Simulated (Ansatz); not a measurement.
**Relaxing boron (simple cubic)**

The calculation used Ansatz 0.2.0, DFT, revPBE, plane waves (420 eV) with PAW, scalar-relativistic. The PAW files were generated under PBE, with cores re-solved for the functional.

k-point mesh 16×16×16, Fermi-Dirac smearing 0.1 eV, no spin polarisation. Cell and atoms relax.

Starting structure:

```yaml
crystal:
  lattice:
    - [1.9200471483, 0.0, 0.0]
    - [0.0, 1.9200471483, 0.0]
    - [0.0, 0.0, 1.9200471483]
  atoms:
    - { symbol: B, position: [0.0, 0.0, 0.0] }
hamiltonian:
  xc: revpbe
  pseudopotentials:
    kind: paw
    azcp:
      B: "pseudopotentials/B.paw.azcp"
basis:
  ecutwfc: 420
  fft_grid_basis: typed
kpoints:
  mp_grid: { grid: [16, 16, 16], shift: [0, 0, 0] }
magnetization:
  spin_polarized: false
scf:
  occupations: { method: fermi_dirac, width: 0.1 }
relax:
  max_steps: 60
  f_tol: 0.01
  cell: {}
```

The pressure at the start is -9.4 GPa. By how much does the volume change?

From 7.08 to 6.77 Å³ per atom, -4.3 %. The final cell has a = 1.892 Å.

How much energy does the relaxation gain?

9.3 meV per atom.

Path of the relaxation (the plane waves are chosen anew near the end, which can shift the energy a little):

```csv
step,E − E(final) (meV/atom),V (Å³/atom),P (GPa),max force (eV/Å)
0,9.31,7.078,-9.38,0.000
1,1.40,6.897,-4.04,0.000
2,-0.37,6.766,0.25,0.000
3,-0.36,6.773,0.00,0.000
4,0.00,6.773,-0.06,0.000
5,0.00,6.771,0.00,0.000
6,0.00,6.771,0.00,0.000
```
